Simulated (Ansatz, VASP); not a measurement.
One calculation of AlRu, two programs

INCAR

```
PREC     = Accurate       # precision mode
ENCUT    = 600            # plane-wave cutoff, eV
EDIFF    = 1E-6           # SCF threshold, eV
ISMEAR   = -1             # smearing method
SIGMA    = 0.05           # smearing width, eV
LREAL    = False          # projectors in reciprocal space
LASPH    = True           # aspherical terms in the spheres
NELM     = 80             # most SCF steps
ALGO     = Fast           # electronic algorithm
ISIF     = 3              # what is computed and relaxed
LWAVE    = False          # write WAVECAR
LCHARG   = False          # write CHGCAR
GGA      = RE             # functional
IBRION   = 2              # ionic algorithm
NSW      = 40             # ionic steps
EDIFFG   = -0.01          # ionic threshold
```

File KPOINTS:

```
Automatic mesh
0
Gamma
  9 9 9
```

Contents of POSCAR:

```
AlRu
1.0
    2.9916000000      0.0000000000      0.0000000000
    0.0000000000      2.9916000000      0.0000000000
    0.0000000000      0.0000000000      2.9916000000
Ru Al
1 1
Direct
    0.5000000000      0.5000000000      0.5000000000
    0.0000000000      0.0000000000      0.0000000000
```

File input.yaml:

```yaml
crystal:
  lattice:
    - [2.9916, 0.0, 0.0]
    - [0.0, 2.9916, 0.0]
    - [0.0, 0.0, 2.9916]
  atoms:
    - { symbol: Ru, position: [0.5, 0.5, 0.5] }
    - { symbol: Al, position: [0.0, 0.0, 0.0] }
hamiltonian:
  xc: revpbe
  pseudopotentials: { kind: paw }
kpoints:
  mp_grid: { grid: [9, 9, 9] }
scf:
  occupations: { method: fermi_dirac, width: 0.05 }
output:
  forces: true
  stress: true
  eigenvalues: true
  write_density: true
  write_potential: true
  elf: true
  volumetric_format: npy
relax:
  f_tol: 0.01
  max_steps: 40
  cell: { stress_tol: 0.05 }
```

Alike in both runs: task relaxation of cell and atoms; functional revPBE; k mesh 9 × 9 × 9; occupations fermi-dirac, width 0.05 eV; no spin polarisation.

```csv
,VASP,Ansatz
version,VASP 6.6.1,Ansatz 0.2.0
potentials or method,"VASP PAW PBE potentials, release 64 (Ru_pv, Al)",Ansatz PAW
plane-wave cutoff (eV),600,420
valence electrons in the cell,17,19
```

```tsv
	VASP	Ansatz	Ansatz less VASP
gap on the k mesh at the Fermi level, each at its own relaxed structure (eV)	none	none	-
relaxed volume (Å³/atom)	13.71	13.73	+0.020
relaxed cell length with the largest relative difference (Å)	3.015	3.017	+0.0015
energy change over the relaxation (meV/atom)	-5	-5	-0.5
```

A gap of «none» marks a metal or a gap that the smearing closes. The two sets of potentials don't hold the same shells in valence.

Caveats: the PAW data sets were made with another functional, which shifts forces and pressure a little (VASP); the plane-wave basis is chosen anew once the cell has moved, so the energies of steps on either side of that aren't comparable (Ansatz); the PAW data sets come from PBE, with cores solved anew for the run's functional, which leaves a small shift of forces and pressure (Ansatz). revPBE gives volumes clearly too large for solids. Zero-point motion and thermal expansion aren't in these numbers.
